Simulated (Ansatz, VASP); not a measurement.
## LiF (Griceite) in VASP and in Ansatz

INCAR

```
PREC = Accurate ; ENCUT = 520
EDIFF = 1E-6 ; ISMEAR = -1
SIGMA = 0.05 ; LREAL = F
LASPH = T ; NELM = 80
ALGO = Normal ; ISIF = 2
LWAVE = F ; LCHARG = F
GGA = CA ; NBANDS = 12
```

The input KPOINTS:

```
regular mesh
0
Gamma
  11 11 11
```

POSCAR

```
LiF
1.0
    0.0000000000      2.0273381371      2.0273381371
    2.0273381371      0.0000000000      2.0273381371
    2.0273381371      2.0273381371      0.0000000000
F Li
1 1
Direct
    0.5000000000      0.5000000000      0.5000000000
    0.0000000000      0.0000000000      0.0000000000
```

File input.yaml:

```yaml
crystal:
  lattice:
    - [0.0, 2.0273381371, 2.0273381371]
    - [2.0273381371, 0.0, 2.0273381371]
    - [2.0273381371, 2.0273381371, 0.0]
  atoms:
    - { symbol: F, position: [0.5, 0.5, 0.5] }
    - { symbol: Li, position: [0.0, 0.0, 0.0] }
hamiltonian:
  xc: lda
  pseudopotentials: { kind: paw }
kpoints:
  mp_grid: { grid: [11, 11, 11] }
scf:
  occupations: { method: fermi_dirac, width: 0.05 }
output:
  forces: true
  stress: true
  eigenvalues: true
```

Alike in both runs: task single point; functional LDA; k mesh 11 × 11 × 11; occupations fermi-dirac, width 0.05 eV; no spin polarisation.

|  | VASP | Ansatz |
| --- | --- | --- |
| version | VASP 6.6.1 | Ansatz 0.2.0 |
| potentials or method | VASP PAW LDA potentials, release 64 (F, Li_sv) | Ansatz PAW |
| plane-wave cutoff (eV) | 520 | 420 |
| valence electrons in the cell | 10 | 10 |

|  | VASP | Ansatz | Ansatz less VASP |
| --- | --- | --- | --- |
| gap on the k mesh at the Fermi level (eV) | 8.66 | 8.67 | +0.010 |
| least direct gap on the mesh (eV) | 8.66 | 8.67 | +0.010 |

Caveats: an odd mesh through Γ misses points on the zone boundary, where band edges often lie (VASP); odd divisions of the mesh miss points on the zone boundary, where band edges often lie, so the gap on the mesh can be too wide (Ansatz). Expect the measured gap to be larger: semilocal functionals such as LDA lack the derivative discontinuity.
